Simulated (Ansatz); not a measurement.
# HfO2 (P2_12_12) in Ansatz: band structure with PBEsol+U

Aim: the band structure of HfO2 with PBEsol+U.

Program: Ansatz 0.2.0. These are calculated values, not measurements. Logs are shortened: lines on timing, memory, paths and dates and some standing lists are left out, and cuts for length are marked.

### Step 1. The structure

It takes space group P2_12_12 (No. 18, orthorhombic). Conventional cell: a = 5.080 Å, b = 5.165 Å, c = 4.891 Å, α = 90.00°, β = 90.00°, γ = 90.00°. Hf (site symmetry 1) is surrounded by 7 O at 1.99 to 2.25 Å. Around O (site symmetry 1) lie 3 Hf at 1.99 to 2.25 Å. Around O (site symmetry 2) lie 4 Hf at 2.13 to 2.15 Å. O (site symmetry 2) has 4 Hf at 2.16 to 2.18 Å as nearest neighbours.

The cell comes from a database or a generator and needn't be the stable form of this composition.

### Step 2. Band structure, PBEsol+U

The input, input.yaml:

```yaml
crystal:
  lattice:
    - [5.0803194, 0.0, 0.0]
    - [0.0, 5.16486745, 0.0]
    - [0.0, 0.0, 4.89088365]
  atoms:
    - { symbol: Hf, position: [0.22259082, 0.78179958, 0.27206794] }
    - { symbol: Hf, position: [0.72259082, 0.71820042, 0.72793206] }
    - { symbol: Hf, position: [0.77740918, 0.21820042, 0.27206794] }
    - { symbol: Hf, position: [0.27740918, 0.28179958, 0.72793206] }
    - { symbol: O, position: [0.18681532, 0.16364878, 0.10453462] }
    - { symbol: O, position: [0.68681532, 0.33635122, 0.89546538] }
    - { symbol: O, position: [0.81318468, 0.83635122, 0.10453462] }
    - { symbol: O, position: [0.31318468, 0.66364878, 0.89546538] }
    - { symbol: O, position: [0.0, 0.5, 0.48905445] }
    - { symbol: O, position: [0.5, 0.0, 0.51094555] }
    - { symbol: O, position: [0.0, 0.0, 0.57562499] }
    - { symbol: O, position: [0.5, 0.5, 0.42437501] }
hamiltonian:
  xc: pbesol
  pseudopotentials: { kind: paw }
  hubbard: { sites: [{ species: Hf, l: d, u_eff: 3.5 }] }
kpoints:
  mp_grid: { grid: [5, 5, 6] }
  band_path:
    path:
      - [[0.0, 0.0, 0.0], [0.0, 0.0, 0.5], [0.5, 0.0, 0.5], [0.5, 0.0, 0.0], [0.0, 0.0, 0.0], [0.0, 0.5, 0.0], [0.0, 0.5, 0.5], [0.5, 0.5, 0.5], [0.5, 0.5, 0.0], [0.0, 0.5, 0.0]]
      - [[0.5, 0.0, 0.0], [0.5, 0.5, 0.0]]
      - [[0.0, 0.5, 0.5], [0.0, 0.0, 0.5]]
      - [[0.5, 0.0, 0.5], [0.5, 0.5, 0.5]]
    npoints: 10
scf:
  occupations: { method: fermi_dirac, width: 0.05 }
  n_extra_bands: 30
output:
  forces: true
  stress: true
  eigenvalues: true
  fatbands: false
```

Potentials or basis: Ansatz PAW.

Run with:

```bash
ansatz run input.yaml --threads 4 --pin off --max-ram 11264MiB --backend cpu --events-out ev --progress --plain --runs-dir out
```

The log of the run:

```text
Warning: RAYON_NUM_THREADS=4 ignored (pool sized by the plan → 4); use --threads N
Hf: projections on atomic orbitals take those of the free atom [Kr 4d10] 4f14 5s2 5p6 5d2 6s2, of charge +0.00 (hamiltonian.pseudopotentials.projection_atoms); the dataset's partial waves leave at most 4.9e-5 of an orbital's norm unspanned inside its sphere
O: projections on atomic orbitals take those of the free atom [He] 2s2 2p4, of charge +0.00 (hamiltonian.pseudopotentials.projection_atoms); the dataset's partial waves leave at most 1.9e-8 of an orbital's norm unspanned inside its sphere
scf.n_extra_bands = 30 over 76 filled bands (N_el = 152.0): the run solves 106 bands
Engine: ansatz 0.2.0, x86_64-unknown-linux-gnu
Pseudopotentials: kind: paw
Pseudopotential: Hf, paw, valence charge 26, recommended cutoff 420 eV (normal), Hf.paw.azcp
Pseudopotential: O, paw, valence charge 6, recommended cutoff 420 eV (normal), O.paw.azcp
Functional definition: PBEsol
  exchange = pbesol_x
  correlation = pbesol_c
Crystal: 12 atoms, lattice volume = 128.333 Å³
Basis set: ecut = 420 eV, 2505 PW (Γ), exchange–correlation on 72×72×72 points (8 copies of the dense FFT grid, shifted against one another)
Bands: 106, of which v1, the nominal top of the filled ones, is band 76 counted from 1 (75 counted from 0)
Symmetry: 4 space group operations
Space group: P21212 (ITA 18), of the structure as read, at distance tolerance 5.0e-5 Å
k-points: 36 of 150 (time reversal used)
Non-local potential: Hf, projectors of the file, l = 0: 3, l = 1: 2, l = 2: 2, l = 3: 3
Non-local potential: O, projectors of the file, l = 0: 2, l = 1: 2, l = 2: 1
PAW form: soft (Blöchl's): semilocal exchange-correlation on the pseudo side does not see the compensation charge
PAW frozen core: Hf, regenerated for the run's functional, and the local potential with it (the file was generated under x = pbe(κ = 0.804, μ = 0.2195149727645171), c = pbe(β = 0.06672455060314922))
PAW frozen core: O, regenerated for the run's functional, and the local potential with it (the file was generated under x = pbe(κ = 0.804, μ = 0.2195149727645171), c = pbe(β = 0.06672455060314922))
PAW one-centre angular grid: Hf, 590 points (default); XC on 64 Gauss nodes
PAW one-centre angular grid: O, 110 points (default); XC on 64 Gauss nodes
Initial density: superposition of atomic densities (chi_scale 0.1, normalization cell, long waves of neutral atoms under a Hubbard term (reshape's long-wave potential 0.01 eV rms, cloud 2.41 Å wide))
Initial wavefunctions: pseudopotential atomic-orbital guess
Functional: x = pbesol(κ = 0.804, μ = 0.12345679012345678), c = pbesol(β = 0.046)
SCF iter   1: F=—  HF=-66890.109045 eV  |F-HF|=—  |Δ(HF+E_count)|=         —  Δρ=8.13e-2  dr2=6.12e0  ethr=3.10e-3  ⟨swp⟩=5.1  Hψ=12340  notcnv=0  defer=252
preconditioner: auto → Resta (q_TF=auto, 2.806 Å⁻¹)  ε∞=4.1  [insulator: Δε(μ)=3.616 eV  Ē_g=22.302 eV  σ=0.050 eV  W_gap=1.00  n_scr=48 (ndim 8)  ℏωp=39.3 eV  f_vac=0.000  D(μ)=0.00/eV (n_scr^D=0)  ε∞_Penn≈4.1]
SCF iter   2: F=—  HF=-66888.841728 eV  |F-HF|=—  |Δ(HF+E_count)|=    1.27e0  Δρ=4.03e-2  dr2=1.63e0  ethr=3.10e-3  ⟨swp⟩=2.0  Hψ=6525  notcnv=0  defer=814
SCF iter   3: F=—  HF=-66888.565935 eV  |F-HF|=—  |Δ(HF+E_count)|=   2.76e-1  Δρ=1.85e-2  dr2=3.47e-1  ethr=1.07e-3  ⟨swp⟩=2.1  Hψ=5325  notcnv=0  defer=814
SCF iter   4: F=—  HF=-66888.432543 eV  |F-HF|=—  |Δ(HF+E_count)|=   1.33e-1  Δρ=6.45e-3  dr2=3.13e-2  ethr=2.28e-4  ⟨swp⟩=2.4  Hψ=6032  notcnv=0  defer=814
SCF iter   5: F=—  HF=-66888.448704 eV  |F-HF|=—  |Δ(HF+E_count)|=   1.62e-2  Δρ=2.66e-3  dr2=7.47e-3  ethr=2.06e-5  ⟨swp⟩=2.0  Hψ=5472  notcnv=0  defer=815
SCF iter   6: F=—  HF=-66888.445451 eV  |F-HF|=—  |Δ(HF+E_count)|=   3.25e-3  Δρ=7.37e-4  dr2=4.00e-4  ethr=4.91e-6  ⟨swp⟩=2.0  Hψ=5310  notcnv=0  defer=815
SCF iter   7: F=—  HF=-66888.446037 eV  |F-HF|=—  |Δ(HF+E_count)|=   5.87e-4  Δρ=3.07e-4  dr2=9.63e-5  ethr=2.63e-7  ⟨swp⟩=2.1  Hψ=5889  notcnv=0  defer=815
SCF iter   8: F=—  HF=-66888.446097 eV  |F-HF|=—  |Δ(HF+E_count)|=   5.99e-5  Δρ=2.05e-4  dr2=4.41e-5  ethr=6.33e-8  ⟨swp⟩=2.0  Hψ=6227  notcnv=0  defer=815
SCF iter   9: F=—  HF=-66888.446089 eV  |F-HF|=—  |Δ(HF+E_count)|=   7.68e-6  Δρ=4.23e-5  dr2=1.86e-6  ethr=2.90e-8  ⟨swp⟩=2.0  Hψ=5192  notcnv=0  defer=815
SCF iter  10: F=—  HF=-66888.446090 eV  |F-HF|=—  |Δ(HF+E_count)|=   2.07e-7  Δρ=9.14e-6  dr2=1.02e-7  ethr=1.22e-9  ⟨swp⟩=2.0  Hψ=5733  notcnv=0  defer=815
SCF iter  11: F=-66888.446090 eV  HF=-66888.446090 eV  |F-HF|=8.88e-9  |Δ(HF+E_count)|=   4.27e-8  Δρ=3.07e-6  dr2=1.09e-8  ethr=6.58e-11  ⟨swp⟩=10.2  Hψ=19123  notcnv=0
SCF 1 converged in 11 iterations: F = -66888.446090 eV  dr2 = 1.09e-8
NSCF: frozen V_eff on 124 k-points
SCF converged after 11 iterations
Free energy (F): -66888.446090 eV
Harris-Foulkes:  -66888.446090 eV  (|F-HF|=8.88e-9)
Internal energy: -66888.446090 eV  (E = F + TS)
E sigma→0 (E₀):  -66888.446090 eV
Fermi energy:    18.202681 eV
--- Per-component energies (eV) ---
  E_band       = 229.035757
  E_kinetic    = 3093.083621
  E_local      = -22944.082391  (includes V_loc(G=0)·N_el)
  E_nonlocal   = -4560.734871
  E_hartree    = 10525.056442
  E_xc         = -1776.541898
  E_vxc        = -1815.876689  (∫ρ·V_xc dr)
  E_hubbard    = 11.476392  (on-site DFT+U / exact-exchange correction)
  E_vhub       = 8.266678  (the Hubbard potential's part of the band-sum identity)
  E_paw        = -28448.268928  (= ΣΔE_a)
  E_vpaw       = 5398.242914  (= ΣTr[D̂ρ^β])
  E_aug_tail   = 0.019943  (compensation charges beyond the density's cutoff)
  E_ewald      = -22793.741071
  E_core_change = 5.286670  (= ΣΔE_core)
  E_smearing   = -0.000000  (= −TS)
  E_closure    = -0.000000  (closes the sum)
  Σ components = -66888.446090   (vs F -66888.446090, Δ=0.00e0)
--- Forces (eV/Å), atoms counted from 1 ---
  atom   1  Hf    -0.05758243     0.03812522     0.06187130
  atom   2  Hf    -0.05758243    -0.03812522    -0.06187130
  atom   3  Hf     0.05758243    -0.03812522     0.06187130
  atom   4  Hf     0.05758243     0.03812522    -0.06187130
  atom   5  O     -0.03316865     0.01563219     0.35580880
  atom   6  O     -0.03316865    -0.01563219    -0.35580880
  atom   7  O      0.03316865    -0.01563219     0.35580880
  atom   8  O      0.03316865     0.01563219    -0.35580880
  atom   9  O      0.00000000     0.00000000     0.01946510
  atom  10  O      0.00000000     0.00000000    -0.01946510
  atom  11  O     -0.00000000     0.00000000     0.02270815
  atom  12  O      0.00000000     0.00000000    -0.02270815
  max |Σ_I F_I| component: 3.47e-18 eV/Å
--- Stress (GPa, compression-positive) ---
        5.767010       0.000000       0.000000
        0.000000       6.811510       0.000000
        0.000000       0.000000       8.170204
  P = ⅓ Tr σ = 6.9162 GPa (69.162 kbar)
--- Band table (eV; the first three rows and the last of 36) ---
  k-point 0: bands = ["-45.0123", "-44.9823", "-44.9767", "-44.9765", "-14.0899", "-14.0789", "-14.0746", "-13.8171", "-13.8040", "-13.7416", "-13.7342", "-13.7311", "-13.6912", "-13.5968", "-13.5284", "-13.5160", "-2.5417", "-0.9924", "-0.6669", "-0.5919", "0.0050", "0.0192", "0.1690", "0.2729", "5.0905", "5.0992", "5.1046", "5.1117", "5.1145", "5.1192", "5.1213", "5.1242", "5.1286", "5.1294", "5.1319", "5.1320", "5.1461", "5.1479", "5.1526", "5.1577", "5.1580", "5.1593", "5.1631", "5.1724", "5.1773", "5.1805", "5.1816", "5.1851", "5.2061", "5.2130", "5.2174", "5.2800", "10.5485", "10.6595", "10.8327", "11.4634", "11.5120", "12.0224", "12.1372", "12.3681", "12.7444", "13.0893", "13.2524", "13.3943", "13.6816", "13.8680", "13.8914", "14.3084", "14.4269", "14.4555", "14.8171", "14.8712", "15.0057", "15.7978", "15.9213", "15.9242", "20.2596", "21.3093", "21.6925", "21.9582", "22.0481", "22.4295", "22.4713", "23.2074", "23.4295", "23.5016", "23.5256", "23.6581", "24.1494", "24.2621", "24.4406", "24.7670", "24.7759", "25.3619", "25.3658", "26.0513", "26.5688", "27.4783", "27.9444", "29.0356", "29.1034", "29.3704", "30.6768", "30.7091", "31.0441", "31.1921"]
  k-point 1: bands = ["-45.0106", "-44.9830", "-44.9785", "-44.9781", "-14.0755", "-14.0559", "-14.0474", "-13.8136", "-13.8005", "-13.7422", "-13.7412", "-13.7292", "-13.7122", "-13.6317", "-13.5336", "-13.5226", "-2.4182", "-0.9803", "-0.6723", "-0.5414", "0.0285", "0.0414", "0.0523", "0.2153", "5.0926", "5.0987", "5.1079", "5.1087", "5.1135", "5.1198", "5.1205", "5.1257", "5.1267", "5.1279", "5.1302", "5.1376", "5.1467", "5.1482", "5.1528", "5.1550", "5.1553", "5.1574", "5.1632", "5.1691", "5.1772", "5.1802", "5.1827", "5.1885", "5.2124", "5.2145", "5.2194", "5.2732", "10.6059", "10.6848", "10.7278", "11.4168", "11.4498", "11.9669", "12.0718", "12.3583", "12.5979", "13.1866", "13.3190", "13.4277", "13.5664", "13.7642", "14.0835", "14.3397", "14.4906", "14.5688", "14.8769", "15.0733", "15.1287", "15.3957", "15.8965", "15.9215", "20.5260", "21.0049", "21.8758", "21.9397", "22.0291", "22.0462", "22.4980", "23.3327", "23.3504", "23.4481", "23.5109", "23.8332", "24.0988", "24.3412", "24.3857", "24.7858", "24.9281", "24.9813", "25.6604", "26.1220", "26.6125", "27.5933", "28.0891", "29.0327", "29.2105", "29.4305", "29.8473", "30.8127", "31.1773", "31.4561"]
  k-point 2: bands = ["-45.0047", "-44.9855", "-44.9822", "-44.9816", "-14.0446", "-13.9979", "-13.9769", "-13.8069", "-13.7949", "-13.7701", "-13.7624", "-13.7349", "-13.7211", "-13.7200", "-13.5446", "-13.5374", "-2.1118", "-0.9588", "-0.6773", "-0.4479", "-0.2646", "0.0768", "0.0854", "0.1247", "5.0972", "5.1001", "5.1061", "5.1089", "5.1114", "5.1160", "5.1238", "5.1249", "5.1253", "5.1287", "5.1365", "5.1410", "5.1466", "5.1470", "5.1503", "5.1526", "5.1536", "5.1554", "5.1604", "5.1626", "5.1767", "5.1801", "5.1813", "5.1934", "5.2193", "5.2230", "5.2259", "5.2604", "10.4074", "10.4684", "11.0887", "11.3542", "11.4130", "11.9073", "11.9738", "12.2200", "12.6371", "13.0379", "13.1490", "13.3620", "13.8661", "14.0728", "14.1312", "14.3839", "14.5121", "14.6444", "14.7333", "15.0164", "15.2326", "15.3237", "15.9246", "15.9736", "20.6201", "21.2564", "21.4976", "21.9925", "22.0478", "22.0803", "22.3137", "23.0759", "23.1265", "23.2804", "23.4638", "24.0171", "24.2115", "24.2591", "24.5982", "24.9106", "24.9124", "25.1358", "25.7989", "26.2022", "26.6112", "27.3182", "28.4799", "29.1048", "29.1591", "29.4144", "29.9728", "30.4874", "31.4979", "31.6985"]
  k-point 35: bands = ["-44.9816", "-44.9800", "-44.9718", "-44.9717", "-14.0990", "-14.0951", "-14.0587", "-14.0523", "-13.7334", "-13.7218", "-13.6679", "-13.6540", "-13.6470", "-13.6380", "-13.5443", "-13.5418", "-1.3723", "-1.2575", "-0.8312", "-0.8105", "-0.0740", "0.0102", "0.0948", "0.1149", "5.0946", "5.0952", "5.1036", "5.1041", "5.1127", "5.1137", "5.1261", "5.1284", "5.1343", "5.1363", "5.1406", "5.1430", "5.1441", "5.1471", "5.1506", "5.1527", "5.1592", "5.1612", "5.1644", "5.1696", "5.1737", "5.1788", "5.1829", "5.1860", "5.2041", "5.2102", "5.2161", "5.2182", "11.0417", "11.1531", "11.4276", "11.4535", "11.5091", "11.6989", "11.7496", "12.2625", "12.3856", "12.5278", "13.3477", "13.4068", "13.5800", "14.0469", "14.1594", "14.2095", "14.2287", "14.4859", "14.5138", "14.5611", "14.6593", "14.7909", "15.7708", "15.7953", "21.3462", "21.4199", "21.7183", "21.8948", "22.0335", "22.1413", "22.3873", "22.4744", "23.0579", "23.2820", "23.5286", "23.7602", "24.1921", "24.2608", "24.8557", "25.0775", "25.7167", "25.8192", "26.3187", "26.5447", "27.2483", "27.5529", "28.1085", "28.8537", "28.9939", "29.1200", "29.8279", "29.8971", "31.4948", "31.7339"]
Occupation matrices written to <dir>
```

Wall time 32 s (4 threads of Intel Xeon 6975P-C (Granite Rapids), shared host); peak memory 1.8 GiB.

Results:

```
Free energy             : -66888.4461 eV
Pressure                : 6.9 GPa
Largest force           : 0.358 eV/Å
Band gap on the k mesh  : 4.22 eV, indirect (least direct gap 4.34 eV)
Band gap along the path : 4.22 eV, indirect (least direct gap 4.34 eV)
```

Forces on the atoms (eV/Å):
```
Hf  -0.058  0.038  0.062
Hf  -0.058 -0.038 -0.062
Hf   0.058 -0.038  0.062
Hf   0.058  0.038 -0.062
O   -0.033  0.016  0.356
O   -0.033 -0.016 -0.356
O    0.033 -0.016  0.356
O    0.033  0.016 -0.356
O    0.000  0.000  0.019
O    0.000  0.000 -0.019
O    0.000  0.000  0.023
O    0.000  0.000 -0.023
```

Stress tensor (GPa, compression positive):
```
5.77 0.00 0.00
0.00 6.81 0.00
0.00 0.00 8.17
```

Levels at the corners of the path, in eV from the valence-band top:
| point | band 74 | band 75 | band 76 | band 77 | band 78 | band 79 |
| --- | --- | --- | --- | --- | --- | --- |
| Γ | -0.24 | -0.12 | -0.11 | 4.22 | 5.27 | 5.66 |
| X | -0.69 | -0.03 | 0.00 | 4.45 | 5.23 | 5.85 |
| S | -0.87 | -0.22 | -0.22 | 5.25 | 5.25 | 5.60 |
| Y | -0.59 | -0.24 | -0.24 | 5.08 | 5.08 | 6.02 |
| Γ | -0.24 | -0.12 | -0.11 | 4.22 | 5.27 | 5.66 |
| Z | -0.62 | -0.20 | -0.20 | 5.02 | 5.02 | 5.84 |
| U | -0.80 | -0.20 | -0.20 | 5.24 | 5.24 | 5.68 |
| R | -1.51 | -0.26 | -0.26 | 5.44 | 5.44 | 5.77 |
| T | -0.88 | -0.37 | -0.37 | 5.39 | 5.39 | 6.14 |
| Z | -0.62 | -0.20 | -0.20 | 5.02 | 5.02 | 5.84 |
| Y | -0.59 | -0.24 | -0.24 | 5.08 | 5.08 | 6.02 |
| T | -0.88 | -0.37 | -0.37 | 5.39 | 5.39 | 6.14 |
| U | -0.80 | -0.20 | -0.20 | 5.24 | 5.24 | 5.68 |
| X | -0.69 | -0.03 | 0.00 | 4.45 | 5.23 | 5.85 |
| S | -0.87 | -0.22 | -0.22 | 5.25 | 5.25 | 5.60 |
| R | -1.51 | -0.26 | -0.26 | 5.44 | 5.44 | 5.77 |

Eigenvalues of the final occupation matrices:
| site | spin | trace | eigenvalues |
| --- | --- | --- | --- |
| site 1 | 1 | 1.05 | 0.16 0.16 0.22 0.23 0.27 |
| site 2 | 1 | 1.05 | 0.16 0.16 0.22 0.23 0.27 |
| site 3 | 1 | 1.05 | 0.16 0.16 0.22 0.23 0.27 |
| site 4 | 1 | 1.05 | 0.16 0.16 0.22 0.23 0.27 |

Caveat: the pressure holds a Pulay correction of +0.9 GPa for the finite cutoff; spin-orbit coupling is left out, which moves the levels of the heavy elements; the PAW data sets come from PBE, with cores solved anew for the run's functional, which leaves a small shift of forces and pressure.
